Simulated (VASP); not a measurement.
# CdTe (F-43m) in VASP: a series of runs

The runs below take CdTe through single point, relaxation of cell and atoms, with LDA.

Everything below comes from runs of VASP 6.6.1. Logs are shortened: lines on timing, memory, paths and dates and some standing lists are left out, and cuts for length are marked.

**The experiment to reproduce.**

A printed reference work, data compilation reports, for a bulk crystal of CdTe at 0 K: band gap 1.607 eV.

How close the calculation comes is told below.

## Step 1: The cell of the first run

The structure is cubic, space group F-43m (No. 216). The conventional cell has a = 6.326 Å, b = 6.326 Å, c = 6.326 Å, α = 90.00°, β = 90.00°, γ = 90.00°. Cd (site symmetry -43m) has 4 Te at 2.74 Å within 3.6 Å. Te (site symmetry -43m) has 4 Cd at 2.74 Å within 3.6 Å.

## Step 2: Single point, LDA

The input, INCAR:

```
PREC = Accurate
ENCUT = 520
EDIFF = 1E-7
ISMEAR = 0
SIGMA = 0.01
LREAL = False
LASPH = True
NELM = 100
ALGO = Normal
ISIF = 2
LWAVE = False
LCHARG = False
GGA = CA
NBANDS = 16
```

The input, KPOINTS:

```
regular mesh
0
Gamma
  6 6 6
```

The input, POSCAR:

```
CdTe
1.0
    3.1631165652      3.1631165652      0.0000000000
   -3.1631165652      3.1631165652      0.0000000000
    0.0000000000      3.1631165652      3.1631165652
Cd Te
1 1
Direct
    0.0000000000      0.0000000000      0.0000000000
    0.7500000000      0.2500000000      0.5000000000
```

Potentials or basis: VASP PAW LDA potentials, release 64 (Cd, Te).

On the command line:

```
$ cat potpaw_LDA.64/Cd/POTCAR potpaw_LDA.64/Te/POTCAR > POTCAR
$ mpirun -np 1 vasp_std > vasp.out
```

OUTCAR:

```text
PREC = Accurate
   ENCUT = 520
   EDIFF = 1E-7
   ISMEAR = 0
   LREAL = False
   LASPH = True
   NELM = 100
   ISIF = 2
   GGA = CA

 ion  position               nearest neighbor table
   1  0.000  0.000  0.000-   2 2.74   2 2.74   2 2.74   2 2.74
   2  0.750  0.250  0.500-   1 2.74   1 2.74   1 2.74   1 2.74

  LATTYP: Found a face centered cubic cell.
 ALAT       =     6.3262331304

  Lattice vectors:

 A1 = (   0.0000000000,   3.1631165652,   3.1631165652)
 A2 = (   3.1631165652,   0.0000000000,   3.1631165652)
 A3 = (   3.1631165652,   3.1631165652,   0.0000000000)

Analysis of symmetry for initial positions (statically):
=====================================================================
 Subroutine PRICEL returns:
 Original cell was already a primitive cell.

 Routine SETGRP: Setting up the symmetry group for a
 face centered cubic supercell.

 Subroutine GETGRP returns: Found 24 space group operations
 (whereof 24 operations were pure point group operations)
 out of a pool of 48 trial point group operations.

The static configuration has the point symmetry T_d .

Analysis of symmetry for dynamics (positions and initial velocities):
=====================================================================
 Subroutine PRICEL returns:
 Original cell was already a primitive cell.

 Routine SETGRP: Setting up the symmetry group for a
 face centered cubic supercell.

 Subroutine GETGRP returns: Found 24 space group operations
 (whereof 24 operations were pure point group operations)
 out of a pool of 48 trial point group operations.

The dynamic configuration has the point symmetry T_d .

 Subroutine INISYM returns: Found 24 space group operations
 (whereof 24 operations are pure point group operations),
 and found     1 'primitive' translations

----------------------------------------------------------------------------------------

                                     Primitive cell

  volume of cell :      63.2959

  direct lattice vectors                    reciprocal lattice vectors
     3.163116565  3.163116565  0.000000000     0.158071949  0.158071949 -0.158071949
    -3.163116565  3.163116565  0.000000000    -0.158071949  0.158071949 -0.158071949
     0.000000000  3.163116565  3.163116565     0.000000000  0.000000000  0.316143898

  length of vectors
     4.473322346  4.473322346  4.473322346     0.273788647  0.273788647  0.316143898

  position of ions in fractional coordinates (direct lattice)
     0.000000000  0.000000000  0.000000000
     0.750000000  0.250000000  0.500000000

  ion indices of the primitive-cell ions
   primitive index   ion index
                 1           1
                 2           2

----------------------------------------------------------------------------------------

 KPOINTS: regular mesh

Automatic generation of k-mesh.
 Grid dimensions read from file:
 generate k-points for:    6    6    6

 Generating k-lattice:

  Cartesian coordinates                     Fractional coordinates (reciprocal lattice)
     0.026345325  0.026345325 -0.026345325     0.166666667  0.000000000  0.000000000
    -0.026345325  0.026345325 -0.026345325     0.000000000  0.166666667  0.000000000
     0.000000000  0.000000000  0.052690650     0.000000000  0.000000000  0.166666667

  Length of vectors
     0.045631441  0.045631441  0.052690650

  Shift w.r.t. Gamma in fractional coordinates (k-lattice)
     0.000000000  0.000000000  0.000000000

 Subroutine IBZKPT returns following result:
 ===========================================

 Found     16 irreducible k-points:

 Following reciprocal coordinates:
            Coordinates               Weight
  0.000000  0.000000  0.000000      1.000000
  0.166667  0.000000  0.000000      8.000000
  0.333333  0.000000  0.000000      8.000000
  0.500000  0.000000  0.000000      4.000000
  0.166667  0.166667  0.000000     12.000000
  0.333333  0.166667  0.000000     24.000000
[... 8 lines left out ...]
  0.500000  0.333333  0.166667     24.000000
  0.500000  0.500000  0.166667     12.000000
   k-points           NKPTS =     16   k-points in BZ     NKDIM =     16   number of bands    NBANDS=     16
   number of dos      NEDOS =    301   number of ions     NIONS =      2
   total plane-waves  NPLWV =  46656
   dimension x,y,z NGX =    36 NGY =   36 NGZ =   36
   dimension x,y,z NGXF=    72 NGYF=   72 NGZF=   72
   ions per type =               1   1
   NGX,Y,Z   is equivalent  to a cutoff of  13.38, 13.38, 13.38 a.u.
   NGXF,Y,Z  is equivalent  to a cutoff of  26.76, 26.76, 26.76 a.u.
 SYSTEM =  unknown system
   PREC   = accura    normal or accurate (medium, high low for compatibility)
   ISTART =      0    job   : 0-new  1-cont  2-samecut
   ICHARG =      2    charge: 1-file 2-atom 10-const
   ISPIN  =      1    spin polarized calculation?
   LNONCOLLINEAR =      F non collinear calculations
   LSORBIT =      F    spin-orbit coupling
   LASPH  =      T    aspherical Exc in radial PAW
   ENCUT  =  520.0 eV  38.22 Ry    6.18 a.u.   8.32  8.32  8.32*2*pi/ulx,y,z
   NELM   =    100;   NELMIN=  2; NELMDL= -5     # of ELM steps
   EDIFF  = 0.1E-06   stopping-criterion for ELM
   LREAL  =      F    real-space projection
   EDIFFG = 0.1E-05   stopping-criterion for IOM
   NSW    =      0    number of steps for IOM
   IBRION =     -1    ionic relax: 0-MD 1-quasi-New 2-CG
   NFREE  =      0    steps in history (QN), initial steepest desc. (CG)
   ISIF   =      2    stress and relaxation
   ISYM   =      2    0-nonsym 1-usesym 2-fastsym
   POTIM  = 0.5000    time-step for ionic-motion
   TEBEG  =    0.0;   TEEND  =   0.0 temperature during run
   PSTRESS=    0.0 pullay stress
   NELECT =      18.0000    total number of electrons
   NUPDOWN=      -1.0000    fix difference up-down
   EMIN   =  10.00;   EMAX   =-10.00  energy-range for DOS
   EFERMI =   0.00;   METHOD = LEGACY
   ISMEAR =     0;   SIGMA  =   0.01  broadening in eV -4-tet -1-fermi 0-gaus
   EFERMI_NEDOS =   21; number of points for ismear=-14 and -15
   IALGO  =     38    algorithm
   IMIX   =      4    mixing-type and parameters
     AMIX     =   0.40;   BMIX     =  1.00
     AMIX_MAG =   1.60;   BMIX_MAG =  1.00
  volume/ion in A,a.u.               =      31.65       213.57
  Fermi-wavevector in a.u.,A,eV,Ry     =   1.076566  2.034414 15.769062  1.158993
  Thomas-Fermi vector in A             =   2.212453
   LORBIT       =      0    0 simple, 1 ext, 2 COOP (PROOUT), +10 PAW based schemes
   GGA     = CA    functional components
   LHFCALC =     F    Hartree Fock is set to
   AEXX    =    0.0000 exact exchange contribution
   IVDW    =     0    specifies the selected vdW correction
   LEPSILON=     F    determine dielectric tensor
   LRPA    =     F    only Hartree local field effects (RPA)
 non-spin polarized calculation
 Gauss-broadening in eV      SIGMA  =   0.01
  energy-cutoff  :      520.00
  volume of cell :       63.30
 maximum number of plane-waves:      1724
 NGX is ok and might be reduce to    36
   NGX = 17   NGY = 17   NGZ = 17

 number of electron      18.0000004 magnetization

 Free energy of the ion-electron system (eV)
  ---------------------------------------------------
  ext. energy  EPLUGINS =         0.00000000
  ---------------------------------------------------
  free energy    TOTEN  =        -6.02432041 eV

  energy without entropy =       -6.02432041  energy(sigma->0) =       -6.02432041

 E-fermi :   2.9145     XC(G=0):  -9.2609

 val. band max:        2.8607344864   @ k =   0.0000   0.0000   0.0000
 cond. band min:       3.6347499404   @ k =   0.0000   0.0000   0.0000
 fundamental gap:      0.7740154540
 Fermi energy:         2.9145219734

 k-point     1 :       0.0000    0.0000    0.0000
  band No.  band energies     occupation
      1      -8.8230      2.00000
      2      -5.7189      2.00000
      3      -5.7189      2.00000
      4      -5.7189      2.00000
      5      -5.3974      2.00000
      6      -5.3974      2.00000
[... 8 lines left out ...]
     15      12.3190      0.00000
     16      12.3190      0.00000

 k-point     2 :       0.1667    0.0000    0.0000
  band No.  band energies     occupation
      1      -8.7040      2.00000
      2      -5.6958      2.00000
      3      -5.6958      2.00000
      4      -5.6314      2.00000
      5      -5.3993      2.00000
      6      -5.3993      2.00000
[... 8 lines left out ...]
     15      11.2932      0.00000
     16      11.2932      0.00000

 k-point     3 :       0.3333    0.0000    0.0000
  band No.  band energies     occupation
      1      -8.4643      2.00000
      2      -5.6563      2.00000
      3      -5.6563      2.00000
      4      -5.3946      2.00000
      5      -5.3946      2.00000
      6      -5.3103      2.00000
[... 8 lines left out ...]
     15      11.7439      0.00000
     16      11.7439      0.00000

 k-point     4 :       0.5000    0.0000    0.0000
  band No.  band energies     occupation
      1      -8.3465      2.00000
      2      -5.6412      2.00000
      3      -5.6412      2.00000
      4      -5.3868      2.00000
      5      -5.3868      2.00000
      6      -4.9894      2.00000
[... 8 lines left out ...]
     15      13.2434      0.00000
     16      13.2434      0.00000
[... 172 lines left out ...]
 k-point    14 :       0.3333    0.3333    0.1667
  band No.  band energies     occupation
      1      -8.3128      2.00000
      2      -5.6010      2.00000
      3      -5.5935      2.00000
      4      -5.4548      2.00000
      5      -5.3831      2.00000
      6      -5.0484      2.00000
[... 8 lines left out ...]
     15      13.2483      0.00000
     16      14.4428      0.00000

 k-point    15 :       0.5000    0.3333    0.1667
  band No.  band energies     occupation
      1      -8.2391      2.00000
      2      -5.5933      2.00000
      3      -5.5743      2.00000
      4      -5.4302      2.00000
      5      -5.3961      2.00000
      6      -4.8036      2.00000
[... 8 lines left out ...]
     15      13.4343      0.00000
     16      14.2403      0.00000

 k-point    16 :       0.5000    0.5000    0.1667
  band No.  band energies     occupation
      1      -8.2032      2.00000
      2      -5.5629      2.00000
      3      -5.5535      2.00000
      4      -5.4594      2.00000
      5      -5.3837      2.00000
      6      -4.7430      2.00000
[... 8 lines left out ...]
     15      14.1170      0.00000
     16      14.3522      0.00000

------------------------ aborting loop because EDIFF is reached ----------------------------------------

  FORCE on cell =-STRESS in cart. coord.  units (eV):
  Direction    XX          YY          ZZ          XY          YZ          ZX
  --------------------------------------------------------------------------------------
  -------------------------------------------------------------------------------------
  Total        0.9126446      0.9126446      0.9126446      0.0000000      0.0000000     -0.0000000
  in kB       23.1013130     23.1013130     23.1013130      0.0000000      0.0000000     -0.0000000
  external PRESSURE =      23.1013130 kB  Pullay stress =       0.0000000 kB

 VOLUME and BASIS-vectors are now :
 -----------------------------------------------------------------------------
  energy-cutoff  :      520.00
  volume of cell :       63.30
      direct lattice vectors                 reciprocal lattice vectors
     3.163116565  3.163116565  0.000000000     0.158071949  0.158071949 -0.158071949
    -3.163116565  3.163116565  0.000000000    -0.158071949  0.158071949 -0.158071949
     0.000000000  3.163116565  3.163116565     0.000000000  0.000000000  0.316143898

 POSITION                                       TOTAL-FORCE (eV/Angst)
 -----------------------------------------------------------------------------------
      0.00000      0.00000      0.00000         0.000000      0.000000      0.000000
      1.58156      4.74467      1.58156        -0.000000     -0.000000      0.000000
 -----------------------------------------------------------------------------------
    total drift:                                0.000000     -0.000000      0.000000

  FREE ENERGIE OF THE ION-ELECTRON SYSTEM (eV)
  ---------------------------------------------------
  free  energy   TOTEN  =        -6.0243204051 eV

  energy  without entropy=       -6.0243204051  energy(sigma->0) =       -6.02432041
```

Run time: 43 s. Hardware: 1 thread of AMD EPYC 7R13, shared host; peak memory 0.14 GiB.

Results:

```yaml
Free_energy: -6.0243 eV
Pressure: 2.3 GPa
Band_gap_on_the_k_mesh: 0.77 eV, direct
```

Caveat: spin-orbit coupling is left out, which moves the levels of the heavy elements.

(Continued in part 2 of 2.)
